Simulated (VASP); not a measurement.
# InAs (F-43m) in VASP: further runs, part 2 of 2

VASP 6.6.1.

### Step 3. Relaxation of cell and atoms, LDA

INCAR reads:

```
PREC = Accurate
ENCUT = 600
EDIFF = 1E-7
ISMEAR = 0
SIGMA = 0.03
LREAL = False
LASPH = True
NELM = 80
ALGO = Normal
ISIF = 3
LWAVE = False
LCHARG = False
IBRION = 2
NSW = 90
EDIFFG = -0.005
```

KPOINTS reads:

```
Automatic mesh
0
Gamma
  10 10 10
```

POSCAR reads:

```
InAs                                    
1.0
   -0.0000000000      3.0160780068      3.0160780068
    3.0160780068      0.0000000000      3.0160780068
    3.0160780068      3.0160780068      0.0000000000
  In              As            
     1     1
Direct
     0.0000000000000000    0.0000000000000000    0.0000000000000000
     0.2500000000000000    0.2500000000000000    0.2500000000000000
```

Potentials or basis: VASP PAW LDA potentials, release 64 (In_d, As).

Launch:

```
cat potpaw_LDA.64/In_d/POTCAR potpaw_LDA.64/As/POTCAR > POTCAR
mpirun -np 1 vasp_std > vasp.out
```

OUTCAR:

```text
PREC = Accurate
   ENCUT = 600
   EDIFF = 1E-7
   ISMEAR = 0
   LREAL = False
   LASPH = True
   NELM = 80
   ISIF = 3
   IBRION = 2
   NSW = 90
   EDIFFG = -0.005

 ion  position               nearest neighbor table
   1  0.000  0.000  0.000-   2 2.61   2 2.61   2 2.61   2 2.61
   2  0.250  0.250  0.250-   1 2.61   1 2.61   1 2.61   1 2.61

  LATTYP: Found a face centered cubic cell.
 ALAT       =     6.0321560136

  Lattice vectors:

 A1 = (   0.0000000000,   3.0160780068,   3.0160780068)
 A2 = (   3.0160780068,   0.0000000000,   3.0160780068)
 A3 = (   3.0160780068,   3.0160780068,   0.0000000000)

Analysis of symmetry for initial positions (statically):
=====================================================================
 Subroutine PRICEL returns:
 Original cell was already a primitive cell.

 Routine SETGRP: Setting up the symmetry group for a
 face centered cubic supercell.

 Subroutine GETGRP returns: Found 24 space group operations
 (whereof 24 operations were pure point group operations)
 out of a pool of 48 trial point group operations.

The static configuration has the point symmetry T_d .

Analysis of symmetry for dynamics (positions and initial velocities):
[... 171 lines left out ...]
      1      -9.9590      2.00000
      2      -9.9590      2.00000
      3      -9.9590      2.00000
      4      -9.8273      2.00000
      5      -9.8273      2.00000
      6      -7.5492      2.00000
      7       4.0561      2.00000
      8       4.4132      1.33333
      9       4.4132      1.33333
     10       4.4132      1.33333
     11       8.2393      0.00000
     12       8.2393      0.00000
     13       8.2393      0.00000
[... 354 lines left out ...]
  band No.  band energies     occupation
      1     -10.1163      2.00000
      2      -9.8966      2.00000
      3      -9.8940      2.00000
      4      -9.8555      2.00000
      5      -9.8094      2.00000
      6      -6.0615      2.00000
      7      -0.6579      2.00000
      8       2.1632      2.00000
      9       2.4393      2.00000
     10       6.3264      0.00000
     11       7.1100      0.00000
     12      10.9670      0.00000
     13      11.7405      0.00000

 [... further k-points ...]
[... 5 lines left out ...]
  --------------------------------------------------------------------------------------
  -------------------------------------------------------------------------------------
  Total       -0.0018716     -0.0018716     -0.0018716     -0.0000000     -0.0000000      0.0000000
  in kB       -0.0546467     -0.0546467     -0.0546467     -0.0000000     -0.0000000      0.0000000
  external PRESSURE =      -0.0546467 kB  Pullay stress =       0.0000000 kB

 VOLUME and BASIS-vectors are now :
 -----------------------------------------------------------------------------
  energy-cutoff  :      600.00
  volume of cell :       54.87
      direct lattice vectors                 reciprocal lattice vectors
     0.000000000  3.016078007  3.016078007    -0.165778206  0.165778206  0.165778206
     3.016078007  0.000000000  3.016078007     0.165778206 -0.165778206  0.165778206
     3.016078007  3.016078007  0.000000000     0.165778206  0.165778206 -0.165778206

 POSITION                                       TOTAL-FORCE (eV/Angst)
 -----------------------------------------------------------------------------------
      0.00000      0.00000      0.00000         0.000000      0.000000     -0.000000
      1.50804      1.50804      1.50804        -0.000000     -0.000000      0.000000
 -----------------------------------------------------------------------------------
    total drift:                                0.000000      0.000000      0.000000

  FREE ENERGIE OF THE ION-ELECTRON SYSTEM (eV)
  ---------------------------------------------------
  free  energy   TOTEN  =        -9.0290702671 eV

  energy  without entropy=       -9.0290239884  energy(sigma->0) =       -9.02904713

 reached required accuracy - stopping structural energy minimisation
```

CONTCAR:

```text
InAs
   1.00000000000000
     0.0000000000000000    3.0160780067999999    3.0160780067999999
     3.0160780067999999    0.0000000000000000    3.0160780067999999
     3.0160780067999999    3.0160780067999999    0.0000000000000000
  In              As
     1     1
Direct
     0.0000000000000000    0.0000000000000000    0.0000000000000000
     0.2500000000000000    0.2500000000000000    0.2500000000000000

  0.00000000E+00  0.00000000E+00  0.00000000E+00
  0.00000000E+00  0.00000000E+00  0.00000000E+00
```

Wall time 23 s (1 thread of Intel Xeon Platinum 8488C (Sapphire Rapids), shared host); peak memory 0.2 GiB.

Results:

* Free energy: -9.0291 eV
* Pressure after relaxing: 0.0 GPa
* Band gap on the k mesh: none (metal or under the smearing width)

Final structure:
```cif
data_structure
_symmetry_space_group_name_H-M 'P 1'
_symmetry_Int_Tables_number 1
_cell_length_a 4.2654
_cell_length_b 4.2654
_cell_length_c 4.2654
_cell_angle_alpha 60.000
_cell_angle_beta 60.000
_cell_angle_gamma 60.000
_cell_volume 54.87
loop_
_atom_site_label
_atom_site_type_symbol
_atom_site_fract_x
_atom_site_fract_y
_atom_site_fract_z
_atom_site_occupancy
In1 In 0.00000 0.00000 0.00000 1
As1 As 0.25000 0.25000 0.25000 1
```

Levels at points of the mesh, in eV from the Fermi level:
```
           k point  band 7  band 8  band 9  band 10  band 11  band 12
(0.00, 0.00, 0.00)   -0.37   -0.01   -0.01    -0.01     3.82     3.82
(0.50, 0.00, 0.00)   -5.88   -1.02   -1.02     0.81     4.60     4.60
(0.50, 0.50, 0.00)   -5.96   -2.38   -2.38     1.40     1.95     9.04
```

Caveat: the relaxation stopped at its first step, so nothing moved; this crystal is a semiconductor, whose small gap the functional closes, so the metal is an error of the method.

### Step 4. Relaxation of the atoms, LDA (a relaxed cell with its volume scaled by 0.94)

INCAR, as its differences from that of step 3:

```diff
@@ -9,3 +9,3 @@
 ALGO = Normal
-ISIF = 3
+ISIF = 2
 LWAVE = False
@@ -13,3 +13,3 @@
 IBRION = 2
-NSW = 90
-EDIFFG = -0.005
+NSW = 40
+EDIFFG = -0.01
```

KPOINTS is that of step 3.

POSCAR reads:

```
InAs                                    
1.0
    0.0000000000      2.9545081183      2.9545081183
    2.9545081183      0.0000000000      2.9545081183
    2.9545081183      2.9545081183      0.0000000000
  In              As            
     1     1
Direct
     0.0000000000000000    0.0000000000000000    0.0000000000000000
     0.2500000000000000    0.2500000000000000    0.2500000000000000
```

Launch:

```
cat potpaw_LDA.64/In_d/POTCAR potpaw_LDA.64/As/POTCAR > POTCAR
mpirun -np 1 vasp_std > vasp.out
```

It took 24 s on 1 thread of Intel Xeon Platinum 8488C (Sapphire Rapids), shared host; peak memory 0.19 GiB.

It converged, with:

```yaml
Free_energy: -8.9871 eV
Pressure_after_relaxing: 4.3 GPa
Band_gap_on_the_k_mesh: none (metal or under the smearing width)
```

Final structure:
```xyz
2
Lattice="0.0000 2.9545 2.9545 2.9545 0.0000 2.9545 2.9545 2.9545 0.0000" Properties=species:S:1:pos:R:3 pbc="T T T"
In    0.0000    0.0000    0.0000
As    1.4773    1.4773    1.4773
```

Levels at points of the mesh, in eV from the Fermi level:
```tsv
k point	band 5	band 6	band 7	band 8	band 9	band 10	band 11	band 12	band 13
(0.00, 0.00, 0.00)	-14.37	-12.40	-0.05	-0.01	-0.01	-0.01	3.84	3.84	3.84
(0.50, 0.00, 0.00)	-14.36	-10.68	-6.22	-1.12	-1.12	0.95	4.63	4.63	6.74
(0.50, 0.50, 0.00)	-14.34	-10.06	-6.24	-2.60	-2.60	1.29	1.95	9.46	9.61
```

Caveat: the relaxation stopped at its first step, so nothing moved.

### Step 5. Relaxation of the atoms, LDA (a relaxed cell with its volume scaled by 0.96)

INCAR is that of step 4.

KPOINTS is that of step 4.

POSCAR reads:

```
InAs                                    
1.0
    0.0000000000      2.9753151990      2.9753151990
    2.9753151990      0.0000000000      2.9753151990
    2.9753151990      2.9753151990      0.0000000000
  In              As            
     1     1
Direct
     0.0000000000000000    0.0000000000000000    0.0000000000000000
     0.2500000000000000    0.2500000000000000    0.2500000000000000
```

Launch:

```
cat potpaw_LDA.64/In_d/POTCAR potpaw_LDA.64/As/POTCAR > POTCAR
mpirun -np 1 vasp_std > vasp.out
```

Wall time 24 s (1 thread of Intel Xeon Platinum 8488C (Sapphire Rapids), shared host); peak memory 0.2 GiB.

It converged, with:

```yaml
Free_energy: -9.0111 eV
Pressure_after_relaxing: 2.7 GPa
Band_gap_on_the_k_mesh: none (metal or under the smearing width)
```

Final structure:
```
In As
1.0
     0.00000    2.97532    2.97532
     2.97532    0.00000    2.97532
     2.97532    2.97532    0.00000
In As
1 1
Direct
  0.00000 0.00000 0.00000
  0.25000 0.25000 0.25000
```

Levels at points of the mesh, in eV from the Fermi level:
```
           k point  band 5  band 6  band 7  band 8  band 9  band 10  band 11  band 12  band 13
(0.00, 0.00, 0.00)  -14.33  -12.25   -0.16   -0.01   -0.01    -0.01     3.83     3.83     3.83
(0.50, 0.00, 0.00)  -14.32  -10.61   -6.10   -1.08   -1.08     0.90     4.62     4.62     6.73
(0.50, 0.50, 0.00)  -14.30  -10.01   -6.14   -2.52   -2.52     1.33     1.95     9.31     9.46
```

Caveat: the relaxation stopped at its first step, so nothing moved.

### Step 6. Overview

```tsv
task	cell	gap on the mesh (eV)	pressure (GPa)
relaxation of cell and atoms	relaxed	none	0.0
relaxation of the atoms	atoms relaxed from: a relaxed cell with its volume scaled by 0.94	none	4.3
relaxation of the atoms	atoms relaxed from: a relaxed cell with its volume scaled by 0.96	none	2.7
```

Alike in all rows: level LDA; potentials or basis VASP PAW LDA potentials, release 64 (In_d, As); no spin polarisation; k mesh 10 × 10 × 10; cutoff (eV) 600; smearing gaussian 0.03 eV.

Caveats: the relaxation stopped at its first step, so nothing moved; this crystal is a semiconductor, whose small gap the functional closes, so the metal is an error of the method (some runs).

Absolute energies hang on the potentials; compare differences alone.
